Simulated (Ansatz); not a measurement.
Runs of Ansatz 0.2.0 on Bi2Te3 (Tellurobismuthite). The structure is trigonal, space group R-3m (No. 166). The conventional cell has a = 4.386 Å, b = 4.386 Å, c = 30.497 Å, α = 90.00°, β = 90.00°, γ = 120.00°. Around Bi (site symmetry 3m) lie 6 Te at 3.07 to 3.25 Å. Te (site symmetry 3m) has 3 Bi at 3.07 Å as nearest neighbours. Around Te (site symmetry -3m) lie 6 Bi at 3.25 Å. 

```tsv
cell	target pressure (GPa)	gap on the mesh (eV)	pressure (GPa)
relaxed to 30 GPa	30	none	30.0
relaxed to 20 GPa	20	none	20.0
relaxed	0	0.50	0.0
relaxed to 10 GPa	10	0.24	10.0
relaxed to 2 GPa	2	(a)	2.0
relaxed to 5 GPa	5	0.24	5.0
```

Alike in all rows: task relaxation of cell and atoms; level PBE; potentials or basis Ansatz PAW; no spin polarisation; k mesh 7 × 7 × 7; cutoff (eV) 420; smearing fermi-dirac 0.05 eV.

Estimate the missing entries.

(a) 0.27.

Caveats: the plane-wave basis is chosen anew once the cell has moved, so the energies of steps on either side of that aren't comparable; odd divisions of the mesh miss points on the zone boundary, where band edges often lie, so the gap on the mesh can be too wide (some runs); spin-orbit coupling is left out, which as a rule narrows the gap of such compounds by several tenths of an eV (some runs); spin-orbit coupling is left out, which moves the levels of the heavy elements (some runs).

A k mesh can miss the band edges, and the runs leave out spin-orbit coupling on Bi, Te.

A gap of «none» marks a metal or a gap under the smearing width.
